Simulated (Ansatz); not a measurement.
# AlNi (Pm-3m) in Ansatz: notebook

Runs on AlNi. Level: PBE. Tasks: single point.

Program: Ansatz 0.2.0. These are calculated values, not measurements. Logs are shortened: lines on timing, memory, paths and dates and some standing lists are left out, and cuts for length are marked.

## Step 1: Starting point

Symmetry: Pm-3m, No. 221, cubic system. Conventional cell: a = 2.881 Å, b = 2.881 Å, c = 2.881 Å, α = 90.00°, β = 90.00°, γ = 90.00°. Ni (site symmetry m-3m) is surrounded by 8 Al at 2.50 Å. Al (site symmetry m-3m) is surrounded by 8 Ni at 2.50 Å.

## Step 2: Single point, PBE, collinear spin, ferromagnetic start

input.yaml

```yaml
crystal:
  lattice:
    - [2.881, 0.0, 0.0]
    - [0.0, 2.881, 0.0]
    - [0.0, 0.0, 2.881]
  atoms:
    - { symbol: Ni, position: [0.5, 0.5, 0.5], spin: 1.0 }
    - { symbol: Al, position: [0.0, 0.0, 0.0] }
hamiltonian:
  xc: pbe
  pseudopotentials: { kind: paw }
magnetization:
  spin_polarized: true
kpoints:
  mp_grid: { grid: [9, 9, 9] }
scf:
  occupations: { method: gaussian, width: 0.017 }
output:
  forces: true
  stress: true
  eigenvalues: true
```

Potentials or basis: Ansatz PAW.

Command:

```bash
> ansatz run input.yaml --threads 2 --pin off --max-ram 5632MiB --backend cpu --events-out ev --progress --plain --runs-dir out
```

The program printed:

```text
Warning: RAYON_NUM_THREADS=2 ignored (pool sized by the plan → 2); use --threads N
Engine: ansatz 0.2.0, x86_64-unknown-linux-gnu
Pseudopotentials: kind: paw
Pseudopotential: Ni, paw, valence charge 18, recommended cutoff 420 eV (normal), Ni.paw.azcp
Pseudopotential: Al, paw, valence charge 3, recommended cutoff 420 eV (normal), Al.paw.azcp
Functional definition: PBE
  parameter kappa = 0.804
  parameter beta = 0.06672455060314922
  exchange = pbe_x(kappa = kappa, mu = beta*pi^2/3)
  correlation = pbe_c(beta = beta)
Crystal: 2 atoms, lattice volume = 23.913 Å³
Basis set: ecut = 420 eV, 461 PW (Γ), exchange–correlation on 40×40×40 points (8 copies of the dense FFT grid, shifted against one another)
Bands: 15, of which v1, the nominal top of the filled ones, is band 11 counted from 1 (10 counted from 0)
Symmetry: 48 space group operations
Space group: Pm-3m (ITA 221), of the structure as read, at distance tolerance 2.9e-5 Å
Magnetic group: BNS 221.92 (UNI 1594), of the structure as read, at distance tolerance 2.9e-5 Å
k-points: 35 of 729
Non-local potential: Ni, projectors of the file, l = 0: 3, l = 1: 2, l = 2: 3, l = 3: 1
Non-local potential: Al, projectors of the file, l = 0: 2, l = 1: 2, l = 2: 1
PAW form: soft (Blöchl's): semilocal exchange-correlation on the pseudo side does not see the compensation charge
PAW one-centre angular grid: Ni, 590 points (default); XC on 64 Gauss nodes
PAW one-centre angular grid: Al, 110 points (default); XC on 64 Gauss nodes
Initial density: superposition of atomic densities (chi_scale 0.1, normalization cell)
Starting moments: Σ|m| = 1 μB on 1 of 2 sites
Initial wavefunctions: pseudopotential atomic-orbital guess
Functional: x = pbe(κ = 0.804, μ = 0.2195149727645171), c = pbe(β = 0.06672455060314922)
iter 1 solved again at ethr=2.49e-3 eV; its pass at ethr=3.10e-3 eV (dr2=5.23e-1 eV) is discarded
SCF iter   1: F=—  HF=-6377.219875 eV  |F-HF|=—  |Δ(HF+E_count)|=         —  Δρ=9.43e-2 (↑9.43e-2 ↓4.97e-2)  dr2=5.24e-1  dr2_m=1.07e0  M=0.221 μB ∫|m|=0.270 μB  β_m=0.30  ethr=2.49e-3  ⟨swp⟩=1.0  Hψ=6448  notcnv=0
Mixer restart at iter 1: flushing history
preconditioner: auto → none  [insulator: Δε(μ)=0.036 eV  Ē_g=9.163 eV  σ=0.017 eV  W_gap=0.86  n_scr=6 (ndim 8)  ℏωp=27.4 eV  f_vac=0.000  D(μ)=1.04/eV (n_scr^D=6)  ε∞_Penn≈9.9]
SCF iter   2: F=—  HF=-6377.157478 eV  |F-HF|=—  |Δ(HF+E_count)|=   6.24e-2  Δρ=9.51e-2 (↑3.27e-2 ↓9.51e-2)  dr2=8.59e-1  dr2_m=8.57e-1  M=0.100 μB ∫|m|=0.139 μB  β_m=0.44  ethr=2.49e-3  ⟨swp⟩=2.1  Hψ=1751  notcnv=0
SCF iter   3: F=—  HF=-6378.370142 eV  |F-HF|=—  |Δ(HF+E_count)|=    1.21e0  Δρ=6.88e-2 (↑6.88e-2 ↓1.30e-2)  dr2=5.38e-1  dr2_m=3.29e-1  M=0.079 μB ∫|m|=0.112 μB  β_m=0.26  ethr=2.49e-3  ⟨swp⟩=3.5  Hψ=2697  notcnv=0  defer=38
SCF iter   4: F=—  HF=-6378.458953 eV  |F-HF|=—  |Δ(HF+E_count)|=   8.88e-2  Δρ=1.50e-2 (↑1.40e-2 ↓1.50e-2)  dr2=1.90e-3  dr2_m=4.57e-2  M=0.001 μB ∫|m|=0.025 μB  β_m=0.49  ethr=2.49e-3  ⟨swp⟩=1.8  Hψ=1716  notcnv=0  defer=38
SCF iter   5: F=—  HF=-6378.516413 eV  |F-HF|=—  |Δ(HF+E_count)|=   5.75e-2  Δρ=8.19e-3 (↑8.06e-4 ↓8.19e-3)  dr2=1.28e-2  dr2_m=3.30e-3  M=0.001 μB ∫|m|=0.010 μB  β_m=0.56  ethr=9.02e-6  ⟨swp⟩=2.5  Hψ=1962  notcnv=0  defer=39
SCF iter   6: F=—  HF=-6378.525182 eV  |F-HF|=—  |Δ(HF+E_count)|=   8.77e-3  Δρ=1.00e-3 (↑1.56e-4 ↓1.00e-3)  dr2=1.74e-4  dr2_m=6.14e-5  M=0.000 μB ∫|m|=0.003 μB  β_m=0.75  ethr=9.02e-6  ⟨swp⟩=2.9  Hψ=2114  notcnv=0  defer=39
SCF iter   7: F=—  HF=-6378.525517 eV  |F-HF|=—  |Δ(HF+E_count)|=   3.34e-4  Δρ=8.81e-5 (↑4.80e-5 ↓8.81e-5)  dr2=1.39e-6  dr2_m=6.48e-7  M=-0.000 μB ∫|m|=0.001 μB  β_m=0.87  ethr=8.28e-7  ⟨swp⟩=2.1  Hψ=1937  notcnv=0  defer=41
SCF iter   8: F=—  HF=-6378.525545 eV  |F-HF|=—  |Δ(HF+E_count)|=   2.87e-5  Δρ=2.46e-5 (↑2.28e-5 ↓2.46e-5)  dr2=3.43e-7  dr2_m=2.69e-9  M=-0.000 μB ∫|m|=0.000 μB  β_m=0.93  ethr=6.62e-9  ⟨swp⟩=2.1  Hψ=1677  notcnv=0  defer=41
SCF iter   9: F=—  HF=-6378.525545 eV  |F-HF|=—  |Δ(HF+E_count)|=   5.14e-8  Δρ=1.18e-5 (↑9.03e-6 ↓1.18e-5)  dr2=7.42e-8  dr2_m=6.26e-10  M=-0.000 μB ∫|m|=0.000 μB  β_m=0.92  ethr=1.63e-9  ⟨swp⟩=1.7  Hψ=1230  notcnv=0  defer=41
SCF iter  10: F=—  HF=-6378.525545 eV  |F-HF|=—  |Δ(HF+E_count)|=   2.16e-9  Δρ=3.62e-6 (↑2.16e-6 ↓3.62e-6)  dr2=5.46e-9  dr2_m=1.40e-10  M=-0.000 μB ∫|m|=0.000 μB  β_m=0.96  ethr=3.53e-10  ⟨swp⟩=2.0  Hψ=1283  notcnv=0  defer=41
SCF iter  11: F=-6378.525545 eV  HF=-6378.525545 eV  |F-HF|=2.90e-10  |Δ(HF+E_count)|=  2.46e-11  Δρ=7.26e-7 (↑7.26e-7 ↓6.21e-7)  dr2=3.21e-10  dr2_m=7.65e-13  M=-0.000 μB ∫|m|=0.000 μB  ethr=2.60e-11  ⟨swp⟩=4.6  Hψ=3680  notcnv=0
SCF 1 converged in 11 iterations: F = -6378.525545 eV  dr2 = 3.21e-10
WARN: the starting moments were not kept: the SCF closed with an absolute magnetisation of 3.9e-7 μB, where they sum to 1 μB in size (1 site). That is at most 0.1 of that sum. Measured as dr2_m measures the in/out step, that magnetisation stands 1.9e-13 eV from none, at or under the dr2_threshold of 1.0e-7 eV: it is no larger than a step whose dr2_m would equal this threshold. The system may hold no moment; this SCF shows only that its start led to no more than that. To try another start: raise the starting moments (crystal.atoms[].spin, magnetization.per_species, magnetization.initial_magnetization, or on a non-collinear deck that types none of these the spinor_matrix: blocks that start its atoms; where the total moment is fixed, keep their sum and leave initial_magnetization as it is; typed ones take the place of any that the run laid by itself, positive ones on a crystal's lanthanoids without a Hubbard term where scf.initial_density.shell_occupations: [] is typed) or, if the notice of its spin-set hold's release reads "site moments contracting" or "site moments show no strong build", lengthen the hold (scf.mixing.spin_hold: { on: { confirm: 4 } }; for m-r²SCAN on two components see the key's manual first). Each may lead to a state that holds a moment. A second SCF, from the converged charge density, with the starting moments and any scf.initial_density.shell_occupations laid on it anew, would have followed, and was not run: the deck does not ask for one (magnetization.retry_lost_moments is false, the default). To let it run, set magnetization.retry_lost_moments: true and run the deck again, where that key's refused combinations let it; where memory then withholds it, that run's warning says so.
SCF converged after 11 iterations
Magnetization: -0.0000 μB (10.5000 up, 10.5000 down)
Absolute magnetization: 0.0000 μB (∫|ρ↑−ρ↓|, with the PAW one-centre terms)
Spin contamination: 0.0000 ħ² per cell (⟨S²⟩ above its minimum at these occupations)
Per-site moments (μB) at R_I (Å): [(-2.6581162280250086e-7, 1.0291954151749743), (3.1844048417981754e-8, 1.0291954151749743)]
Free energy (F): -6378.525545 eV
Harris-Foulkes:  -6378.525545 eV  (|F-HF|=2.90e-10)
Internal energy: -6378.525506 eV  (E = F + TS)
E sigma→0 (E₀):  -6378.525525 eV
Entropy (-TS):   -0.000040 eV (-0.020 meV/atom)
Fermi energy:    14.011258 eV
--- Per-component energies (eV) ---
  E_band       = -336.482045
  E_kinetic    = 310.988249
  E_local      = -4446.246069  (includes V_loc(G=0)·N_el)
  E_nonlocal   = 647.530114
  E_hartree    = 1913.311524
  E_xc         = -126.300062
  E_vxc        = -140.658919  (∫ρ·V_xc dr)
  E_paw        = -2100.195373  (= ΣΔE_a)
  E_vpaw       = -534.717376  (= ΣTr[D̂ρ^β])
  E_aug_tail   = 0.000487  (compensation charges beyond the density's cutoff)
  E_ewald      = -2577.614375
  E_smearing   = -0.000040  (= −TS)
  E_closure    = 0.000000  (closes the sum)
  Σ components = -6378.525545   (vs F -6378.525545, Δ=0.00e0)
--- Forces (eV/Å), atoms counted from 1 ---
  atom   1  Ni     0.00000000    -0.00000000     0.00000000
  atom   2  Al    -0.00000000    -0.00000000    -0.00000000
  max |Σ_I F_I| component: 1.50e-28 eV/Å
--- Stress (GPa, compression-positive) ---
        1.909600       0.000000       0.000000
        0.000000       1.909600       0.000000
        0.000000       0.000000       1.909600
  P = ⅓ Tr σ = 1.9096 GPa (19.096 kbar)
--- Band table (eV; the first three rows and the last of 70) ---
  k-point 0 ↑: bands = ["-89.3417", "-49.7429", "-49.7429", "-49.7429", "2.8221", "10.7399", "10.7399", "12.4417", "12.4417", "12.4417", "19.4641", "19.4641", "19.4641", "22.0676", "22.0676"]
  k-point 1 ↑: bands = ["-89.3416", "-49.7455", "-49.7427", "-49.7427", "3.0492", "10.7157", "10.7928", "12.3457", "12.3457", "12.4521", "17.6057", "19.7612", "19.7612", "22.0796", "23.6699"]
  k-point 2 ↑: bands = ["-89.3411", "-49.7523", "-49.7422", "-49.7422", "3.7224", "10.4858", "10.9301", "12.1208", "12.1208", "12.4785", "15.2663", "20.5927", "20.5927", "22.1134", "25.2717"]
  k-point 34 ↓: bands = ["-89.3377", "-49.7610", "-49.7610", "-49.7610", "9.7050", "9.9417", "9.9417", "12.8604", "12.8604", "14.7013", "15.9157", "15.9157", "17.5771", "18.8323", "18.8323"]
```

It took 4 s on 2 threads of Intel Xeon at 2.50GHz (Skylake/Cascade Lake), shared host; peak memory 0.32 GiB.

What came out:

```yaml
Free_energy: -6378.5255 eV
Pressure: 1.9 GPa
Band_gap_on_the_k_mesh: none (metal or under the smearing width)
Net_moment: 0.00 μB per cell
Absolute_moment: 0.00 μB per cell
```

Caveat: the starting moments weren't kept.

[end of part 1 of 2]
